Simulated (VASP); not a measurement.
**What goes wrong when BeTe is relaxed with a bad input**

Aim: see how common mistakes in a VASP relaxation show up, on BeTe. The starting structure is a computed structure from the Materials Project. The first relaxation on each setting starts from this cell expanded by 3 % in volume.

Program: VASP 6.6.1. Level of theory: Kohn-Sham DFT with plane waves and PAW; PBEsol. Results are calculated unless marked as measured.

## Step 1: Set-up

It takes space group F-43m (No. 216, cubic). Conventional cell: a = 5.663 Å, b = 5.663 Å, c = 5.663 Å, α = 90.00°, β = 90.00°, γ = 90.00°. Nearest to Te lie 4 Be at 2.45 Å. Nearest to Be lie 4 Te at 2.45 Å. Farther neighbours and most contacts between anions are not listed.

## Step 2: Reference relaxation

This run starts from the cell of an earlier relaxation, which isn't shown; the restart sets up the plane waves anew.

Input file INCAR:

```
SYSTEM = BeTe
PREC = Accurate
ENCUT = 450
EDIFF = 1E-06
NELM = 100
ISMEAR = 0
SIGMA = 0.03
LREAL = .FALSE.
ALGO = Normal
GGA = PS
NBANDS = 10
LORBIT = 11
LWAVE = .FALSE.
LCHARG = .FALSE.
KPAR = 2
IBRION = 2
NSW = 50
ISIF = 3
EDIFFG = -0.004
```

Input file POSCAR:

```
BeTe
1.0
    0.0000000000      2.8067884888      2.8067884888
    2.8067884888      0.0000000000      2.8067884888
    2.8067884888      2.8067884888      0.0000000000
Te Be
1 1
Direct
    0.2500000000      0.2500000000      0.2500000000
    0.0000000000      0.0000000000      0.0000000000
```

Input file KPOINTS:

```
Automatic mesh
0
Gamma
6 6 6
0 0 0
```

The projector-augmented-wave data sets are Te and Be (PBE family, release 64).

Run with:

```sh
> mpirun -np 2 vasp_std
```

Output:

```text
[banner, memory and clock lines left out]
running    2 mpi-ranks, on    1 nodes
 distrk:  each k-point on    1 cores,    2 groups
 distr:  one band on    1 cores,    1 groups

 POSCAR found type information on POSCAR TeBe
 POSCAR found :  2 types and       2 ions
|                                                                             |
|               ----> ADVICE to this user running VASP <----                  |
|                                                                             |
|     You enforced a specific xc type in the INCAR file but a different       |
|     [... a line on the potential file left out ...]
|     I HOPE YOU KNOW WHAT YOU ARE DOING!                                     |
|                                                                             |

 LDA part: xc-table for (Slater+PW92), standard interpolation
 POSCAR, INCAR and KPOINTS ok, starting setup
 FFT: planning ... GRIDC
 FFT: planning ... GRID_SOFT
 FFT: planning ... GRID
 WAVECAR not read
 entering main loop
       N       E                     dE             d eps       ncg     rms          rms(c)
DAV:   1     0.164836289986E+02    0.16484E+02   -0.29526E+03   320   0.555E+02
DAV:   2    -0.747087754555E+01   -0.23955E+02   -0.22806E+02   430   0.881E+01
DAV:   3    -0.834340029157E+01   -0.87252E+00   -0.87139E+00   422   0.193E+01
DAV:   4    -0.835192048545E+01   -0.85202E-02   -0.85196E-02   384   0.218E+00
DAV:   5    -0.835209739939E+01   -0.17691E-03   -0.17691E-03   428   0.280E-01    0.399E+00
DAV:   6    -0.824577922649E+01    0.10632E+00   -0.10295E-01   364   0.135E+00    0.239E+00
DAV:   7    -0.820832905620E+01    0.37450E-01   -0.10091E-01   366   0.145E+00    0.414E-01
DAV:   8    -0.820839147177E+01   -0.62416E-04   -0.48702E-03   364   0.426E-01    0.855E-02
DAV:   9    -0.820849842807E+01   -0.10696E-03   -0.18234E-04   392   0.906E-02    0.233E-02
DAV:  10    -0.820851288475E+01   -0.14457E-04   -0.30421E-05   372   0.278E-02    0.116E-02
DAV:  11    -0.820851351076E+01   -0.62601E-06   -0.82659E-07   378   0.617E-03
   1 F= -.82085135E+01 E0= -.82085135E+01  d E =-.820851E+01
 curvature:   0.00 expect dE= 0.000E+00 dE for cont linesearch  0.000E+00
 trial: gam= 0.00000 g(F)=  0.148E-47 g(S)=  0.196E-05 ort = 0.000E+00 (trialstep = 0.100E+01)
 search vector abs. value=  0.196E-05
 reached required accuracy - stopping structural energy minimisation
```

Run time: 4 s. Hardware: 2 MPI ranks of AMD EPYC 7R43, shared host; peak memory 0.24 GiB.

Lines that name or quote the potential files are left out of all logs, and their timing lines are given in words.

From OUTCAR (step 2):

```text
ion  position               nearest neighbor table
   1  0.250  0.250  0.250-   2 2.43   2 2.43   2 2.43   2 2.43
   2  0.000  0.000  0.000-   1 2.43   1 2.43   1 2.43   1 2.43

  LATTYP: Found a face centered cubic cell.
 ALAT       =     5.6135769776

 Subroutine GETGRP returns: Found 24 space group operations
 (whereof 24 operations were pure point group operations)

The static configuration has the point symmetry T_d .

 Found     16 irreducible k-points:

   k-points           NKPTS =     16   k-points in BZ     NKDIM =     16   number of bands    NBANDS=     10

   dimension x,y,z NGX =    28 NGY =   28 NGZ =   28
   dimension x,y,z NGXF=    56 NGYF=   56 NGZF=   56

   ENCUT  =  450.0 eV  33.07 Ry    5.75 a.u.   6.87  6.87  6.87*2*pi/ulx,y,z

   NELECT =       8.0000    total number of electrons

 k-points in reciprocal lattice and weights: Automatic mesh
   0.00000000  0.00000000  0.00000000       0.005
   0.16666667  0.00000000  0.00000000       0.037
   0.33333333  0.00000000  0.00000000       0.037
   0.50000000  0.00000000  0.00000000       0.019
   0.16666667  0.16666667  0.00000000       0.028
   0.33333333  0.16666667  0.00000000       0.111
   0.50000000  0.16666667  0.00000000       0.111
  -0.33333333  0.16666667  0.00000000       0.111
  -0.16666667  0.16666667  0.00000000       0.056
[...]
-0.33333333  0.33333333  0.16666667       0.111
  -0.33333333  0.50000000  0.16666667       0.056

 average (electrostatic) potential at core
       1 -88.5125       2 -34.7890

 E-fermi :   5.2525

 k-point     1 :       0.0000    0.0000    0.0000
  band No.  band energies     occupation
      1      -7.2820      2.00000
      2       5.1163      2.00000
      3       5.1163      2.00000
      4       5.1163      2.00000
      5       8.7043      0.00000
      6       8.7043      0.00000
      7       8.7043      0.00000
      8       8.9175      0.00000
      9      13.3195      0.00000
    ...

 k-point     2 :       0.1667    0.0000    0.0000
  band No.  band energies     occupation
      1      -7.0187      2.00000
      2       3.0841      2.00000
      3       4.7294      2.00000
      4       4.7294      2.00000
      5       8.5568      0.00000
      6       9.2541      0.00000
      7       9.2541      0.00000
      8      10.9087      0.00000
      9      13.9300      0.00000
    ...

 k-point     3 :       0.3333    0.0000    0.0000
  band No.  band energies     occupation
      1      -6.3583      2.00000
      2       0.5831      2.00000
      3       4.1803      2.00000
      4       4.1803      2.00000
      5       8.2814      0.00000
      6       9.7033      0.00000
      7       9.7033      0.00000
      8      12.7942      0.00000
      9      14.3978      0.00000
    ...

  Total        0.0052108      0.0052108      0.0052108     -0.0000000      0.0000000     -0.0000000
  in kB        0.1887787      0.1887787      0.1887787     -0.0000000      0.0000000     -0.0000000
  external PRESSURE =       0.1887787 kB  Pullay stress =       0.0000000 kB

  energy-cutoff  :      450.00
  volume of cell :       44.22
      direct lattice vectors                 reciprocal lattice vectors
     0.000000000  2.806788489  2.806788489    -0.178139536  0.178139536  0.178139536
     2.806788489  0.000000000  2.806788489     0.178139536 -0.178139536  0.178139536
     2.806788489  2.806788489  0.000000000     0.178139536  0.178139536 -0.178139536

 POSITION                                       TOTAL-FORCE (eV/Angst)
 -----------------------------------------------------------------------------------
      1.40339      1.40339      1.40339         0.000000      0.000000      0.000000
      0.00000      0.00000      0.00000        -0.000000     -0.000000     -0.000000
 -----------------------------------------------------------------------------------
    total drift:                                0.000000      0.000000      0.000000

  FREE ENERGIE OF THE ION-ELECTRON SYSTEM (eV)
  ---------------------------------------------------
  free  energy   TOTEN  =        -8.2085135108 eV

  energy  without entropy=       -8.2085135108  energy(sigma->0) =       -8.20851351

 reached required accuracy - stopping structural energy minimisation

 total charge
# of ion       s       p       d       tot
------------------------------------------
    1        1.332   2.143   0.033   3.509
    2        0.372   0.579   0.000   0.951
--------------------------------------------------
tot          1.705   2.722   0.033   4.460

[... 3 further parts left out ...]
```

CONTCAR:

```
BeTe
   1.00000000000000
     0.0000000000000000    2.8067884888000001    2.8067884888000001
     2.8067884888000001    0.0000000000000000    2.8067884888000001
     2.8067884888000001    2.8067884888000001    0.0000000000000000
  Te              Be
     1     1
Direct
     0.2500000000000000    0.2500000000000000    0.2500000000000000
     0.0000000000000000    0.0000000000000000    0.0000000000000000
```

The PAW data sets were made with PBE, which is usual practice but a small mismatch for other functionals. The run keeps the 24 symmetry operations of its start, so it cannot find a distortion of lower symmetry.

The reference relaxation ends at 22.112 Å³ an atom.

## Step 3: Relaxation with the cell held fixed (ISIF = 2)

A slip made on purpose: the cell held fixed (ISIF = 2). Against step 2 the input has ISIF = 2 (also changed: NELM).

INCAR, as its differences from that of step 2:

```diff
@@ -4,3 +4,3 @@
 EDIFF = 1E-06
-NELM = 100
+NELM = 60
 ISMEAR = 0
@@ -17,3 +17,3 @@
 NSW = 50
-ISIF = 3
+ISIF = 2
 EDIFFG = -0.004
```

Input file POSCAR:

```
BeTe
1.0
    0.0000000000      2.8594948563      2.8594948563
    2.8594948563      0.0000000000      2.8594948563
    2.8594948563      2.8594948563      0.0000000000
Te Be
1 1
Direct
    0.2500000000      0.2500000000      0.2500000000
    0.0000000000      0.0000000000      0.0000000000
```

KPOINTS is that of step 2.

Run with:

```sh
> mpirun -np 2 vasp_std
```

Output:

```text
[banner, memory and clock lines left out]
running    2 mpi-ranks, on    1 nodes
[...]
[... a notice as in an earlier step ...]

 LDA part: xc-table for (Slater+PW92), standard interpolation
 POSCAR, INCAR and KPOINTS ok, starting setup
[...]
entering main loop
       N       E                     dE             d eps       ncg     rms          rms(c)
DAV:   1     0.165376459282E+02    0.16538E+02   -0.31132E+03   320   0.572E+02
DAV:   2    -0.727734904353E+01   -0.23815E+02   -0.22957E+02   446   0.886E+01
DAV:   3    -0.828094757479E+01   -0.10036E+01   -0.10016E+01   416   0.197E+01
DAV:   4    -0.829078773745E+01   -0.98402E-02   -0.98394E-02   416   0.224E+00
[...]
DAV:  10    -0.818376775338E+01   -0.12490E-04   -0.22036E-05   368   0.238E-02    0.963E-03
DAV:  11    -0.818376890562E+01   -0.11522E-05   -0.87294E-07   410   0.610E-03    0.420E-03
DAV:  12    -0.818376942480E+01   -0.51917E-06   -0.93946E-07   358   0.583E-03
   1 F= -.81837694E+01 E0= -.81837694E+01  d E =-.818377E+01
[...]
reached required accuracy - stopping structural energy minimisation
```

Wall time 4.8 s (2 MPI ranks); peak memory 0.23 GiB.

Parts of OUTCAR (step 3):

```text
  Total       -0.8761047     -0.8761047     -0.8761047      0.0000000      0.0000000      0.0000000
  in kB      -30.0170945    -30.0170945    -30.0170945      0.0000000      0.0000000      0.0000000
  external PRESSURE =     -30.0170945 kB  Pullay stress =       0.0000000 kB

 POSITION                                       TOTAL-FORCE (eV/Angst)
 -----------------------------------------------------------------------------------
      1.42975      1.42975      1.42975        -0.000000     -0.000000      0.000000
      0.00000      0.00000      0.00000         0.000000      0.000000     -0.000000
 -----------------------------------------------------------------------------------
    total drift:                                0.000000      0.000000      0.000000

  FREE ENERGIE OF THE ION-ELECTRON SYSTEM (eV)
  ---------------------------------------------------
  free  energy   TOTEN  =        -8.1837694248 eV

  energy  without entropy=       -8.1837694248  energy(sigma->0) =       -8.18376942

[... 2 parts as in an earlier step ...]

[... 2 further parts left out ...]
[key lines of the parts left out:]
E-fermi :   4.7027
```

With the cell held fixed (ISIF = 2) the cell ends at 23.381 Å³ an atom, +5.74 % from the reference.

## Step 4: Relaxation with a k mesh far too coarse

A slip made on purpose: a k mesh far too coarse. Against step 2 the input has a 2×2×2 mesh (also changed: NELM, NCORE and KPAR).

INCAR, as its differences from that of step 3:

```diff
@@ -14,6 +14,6 @@
 LCHARG = .FALSE.
-KPAR = 2
+NCORE = 2
 IBRION = 2
 NSW = 50
-ISIF = 2
+ISIF = 3
 EDIFFG = -0.004
```

POSCAR is that of step 3.

Input file KPOINTS:

```
Automatic mesh
0
Gamma
2 2 2
0 0 0
```

Run with:

```sh
> mpirun -np 2 vasp_std
```

Output:

```text
[banner, memory and clock lines left out]
running    2 mpi-ranks, on    1 nodes
[...]
[... a notice as in an earlier step ...]

 LDA part: xc-table for (Slater+PW92), standard interpolation
 POSCAR, INCAR and KPOINTS ok, starting setup
[...]
entering main loop
       N       E                     dE             d eps       ncg     rms          rms(c)
DAV:   1     0.178020897476E+02    0.17802E+02   -0.26970E+03    60   0.538E+02
DAV:   2    -0.572753326654E+01   -0.23530E+02   -0.21235E+02    80   0.911E+01
DAV:   3    -0.670557497527E+01   -0.97804E+00   -0.97714E+00    88   0.213E+01
DAV:   4    -0.671398077644E+01   -0.84058E-02   -0.84034E-02    80   0.205E+00
[...]
DAV:  10    -0.653737431346E+01   -0.58209E-04   -0.65896E-05    64   0.481E-02    0.447E-03
DAV:  11    -0.653737600036E+01   -0.16869E-05   -0.24497E-06    64   0.894E-03    0.323E-03
DAV:  12    -0.653737672290E+01   -0.72254E-06   -0.13518E-06    68   0.619E-03
   1 F= -.65373767E+01 E0= -.65373767E+01  d E =-.653738E+01
[...]
DAV:   6    -0.657396357517E+01    0.12035E-04   -0.19207E-04    62   0.591E-02    0.243E-02
DAV:   7    -0.657396690930E+01   -0.33341E-05   -0.12242E-05    60   0.215E-02    0.119E-02
DAV:   8    -0.657396742530E+01   -0.51600E-06   -0.10163E-06    62   0.599E-03
   2 F= -.65739674E+01 E0= -.65739674E+01  d E =-.365907E-01
 trial-energy change:   -0.036591  1 .order   -0.038395   -0.089976    0.013185
 step:   0.8595(harm=  0.8722)  dis= 0.00000  next Energy=    -6.574899 (dE=-0.375E-01)
[...]
N       E                     dE             d eps       ncg     rms          rms(c)
DAV:   1    -0.657757549961E+01   -0.36086E-02   -0.48644E-02    60   0.931E-01    0.243E-01
DAV:   2    -0.657533756358E+01    0.22379E-02   -0.53457E-03    60   0.326E-01    0.133E-01
DAV:   3    -0.657489007450E+01    0.44749E-03   -0.17315E-03    64   0.174E-01    0.493E-02
DAV:   4    -0.657486387942E+01    0.26195E-04   -0.58562E-05    60   0.453E-02    0.478E-02
DAV:   5    -0.657485163959E+01    0.12240E-04   -0.37950E-05    70   0.277E-02    0.108E-02
DAV:   6    -0.657485085692E+01    0.78267E-06   -0.14820E-06    54   0.621E-03
   3 F= -.65748509E+01 E0= -.65748509E+01  d E =-.374741E-01
[...]
reached required accuracy - stopping structural energy minimisation
```

It took 3.6 s on 2 MPI ranks; peak memory 0.2 GiB; 6.1 s of CPU time.

OUTCAR, selected parts (step 4):

```text
  Total        0.0071654      0.0071654      0.0071654      0.0000000      0.0000000      0.0000000
  in kB        0.2292316      0.2292316      0.2292316      0.0000000      0.0000000      0.0000000
  external PRESSURE =       0.2292316 kB  Pullay stress =       0.0000000 kB

 POSITION                                       TOTAL-FORCE (eV/Angst)
 -----------------------------------------------------------------------------------
      1.46280      1.46280      1.46280        -0.000000     -0.000000     -0.000000
      0.00000      0.00000      0.00000         0.000000      0.000000      0.000000
 -----------------------------------------------------------------------------------
    total drift:                                0.000000      0.000000      0.000000

  FREE ENERGIE OF THE ION-ELECTRON SYSTEM (eV)
  ---------------------------------------------------
  free  energy   TOTEN  =        -6.5748508569 eV

  energy  without entropy=       -6.5748508569  energy(sigma->0) =       -6.57485086

[... 1 part as in an earlier step ...]

[... 3 further parts left out ...]
[key lines of the parts left out:]
E-fermi :   4.2139
```

With a k mesh far too coarse the cell ends at 25.041 Å³ an atom, +13.24 % from the reference.

(Continued in part 2 of 2.)

[Lines on the potential files, build, host, timing and source positions are cut from VASP's logs without a mark.]

[Logs are printed without paths, hosts, clocks, repeated set-up lines and the standing remarks that a program may print on its own settings, such as how far it seeks lower states.]

[Hosts, paths, dates, database ids (printed as entryN), source tags and the programs' standing remarks are cut or masked in the printed files.]
